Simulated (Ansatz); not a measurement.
**Os under changes of volume**

One of the cells (13.982 Å³/atom); the others are scaled copies at fixed shape and fractional positions:

```
Os
1.0
     2.73410    0.00000    0.00000
    -1.36705    2.36780    0.00000
     0.00000    0.00000    4.31970
Os
2
Direct
  0.66667 0.33333 0.75000
  0.33333 0.66667 0.25000
```

```yaml
Program: Ansatz 0.2.0
Functional: PBE
Potentials_or_basis: Ansatz PAW earlier set
Cutoff: "480 eV (not typed: the program's choice for these potentials)"
k_mesh: 11 × 11 × 6
Occupations: fermi-dirac, width 0.05 eV
Spin: no spin polarisation
```

```csv
volume (Å³/atom),energy over the lowest point (meV/atom),pressure (GPa)
13.143,132.38,40.3
13.423,72.46,28.7
13.703,?,?
13.982,8.22,9.0
14.262,0.00,0.7
14.542,5.46,-6.7
14.821,23.13,-13.3
```

**Question.** What does the run at 13.703 Å³/atom give?

**Answer.** Energy over the lowest point 31.76 meV/atom; pressure 18.3 GPa.

Worked out: A Birch-Murnaghan fit of order 3 (a polynomial in V^(-2/3)) to the other rows has its minimum at 14.29 Å³/atom with B0 = V·E''(V) = 397 GPa and B' = 4.7 at fixed shape and positions, which overstates the stiffness. It gives 31.73 meV/atom at 13.703 Å³/atom, against the run's 31.76, and -dE/dV = 18.2 GPa, against 18.3.

Energies are extrapolated to zero smearing.
